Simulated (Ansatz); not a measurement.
## AlAs: which shells make which states

```
CELL_PARAMETERS angstrom
0.00000 2.83040 2.83040
2.83040 0.00000 2.83040
2.83040 2.83040 0.00000
ATOMIC_POSITIONS crystal
Al 0.00000 0.00000 0.00000
As 0.75000 0.75000 0.75000
```

Atom numbers follow the list: Al1, As2.

The cell is COD entry 1540257, as deposited and not checked against the literature; nothing was relaxed.

Computed with DFT, PBEsol, all-electron LAPW, scalar-relativistic (Ansatz 0.2.0).

Sampling and basis: a Γ-centred 11×11×11 k mesh, Fermi–Dirac smearing of 0.05 eV, basis error target 1 meV/atom, no spin polarisation.

Weights are projections on a minimal set of Löwdin-orthogonalised atomic shells, summed over atoms of an element; the rest lies outside that basis, and weights on diffuse cation s shells are inflated where empty shells are missing from it. Energies are in eV from the valence-band top.

Points: W (-0.500, -0.250, 0.250), U (-0.375, -0.375, 0.250).

```csv
state,character
"W, -9.89 eV","As 4s 73 %, Al 3p 26 %"
"W, -5.08 eV",?
"W, -3.21 eV","As 4p 69 %, Al 3p 31 %"
"W, -2.85 eV",?
"U, -9.95 eV","As 4s 73 %, Al 3p 26 %"
"U, -5.17 eV",?
"U, -3.45 eV",?
"U, -1.81 eV","As 4p 67 %, Al 3p 32 %"
```

Problem. Fill in "character" for the row "W, -2.85 eV".

Solution. As 4p 52 %, Al 3p 48 %.

Problem. Give the missing entry: row "U, -5.17 eV", column "character".

Solution. As 4p 53 %, Al 3s 44 %.

Problem. Give the missing entry: row "U, -3.45 eV", column "character".

Solution. As 4p 59 %, Al 3p 40 %.

Problem. Give the missing entry: row "W, -5.08 eV", column "character".

Solution. As 4p 52 %, Al 3s 48 %.
